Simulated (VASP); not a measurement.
# Tl: single point with PBE

Crystal: Tl.

```
Tl
1.0
    -1.92829    1.92829    1.92829
     1.92829   -1.92829    1.92829
     1.92829    1.92829   -1.92829
Tl
1
Direct
  0.00000 0.00000 0.00000
```

The cell was built by a generator and needn't be a form met in nature.

```
Program             : VASP 6.6.1
Task                : single point
Functional          : PBE
Potentials or basis : VASP PAW PBE potentials, release 64 (Tl_d)
Cutoff              : 520 eV
k mesh              : 16 × 16 × 16
Occupations         : gaussian, width 0.05 eV
Spin                : no spin polarisation
```

| Quantity | Value |
| --- | --- |
| Pressure | 2.9 GPa |
| Band gap on the k mesh | none (metal or under the smearing width) |

Levels at points of the mesh, in eV from the Fermi level:
| k point | band 3 | band 4 | band 5 | band 6 | band 7 | band 8 | band 9 | band 10 |
| --- | --- | --- | --- | --- | --- | --- | --- | --- |
| (0.00, 0.00, 0.00) | -11.66 | -11.24 | -11.24 | -10.01 | 10.83 | 10.83 | 10.83 | 12.35 |
| (0.50, 0.00, 0.00) | -11.26 | -11.23 | -10.95 | -5.00 | -2.71 | 5.84 | 7.17 | 10.12 |
| (0.50, 0.50, 0.50) | -11.02 | -11.02 | -11.02 | -1.58 | 1.45 | 1.45 | 1.45 | 6.53 |

It took 30 s on 1 thread of Intel(R) Xeon(R) Platinum 8488C (Sapphire Rapids) (shared host), peak memory 0.19 GiB.

Spin-orbit coupling is left out, which matters for the levels of Tl.
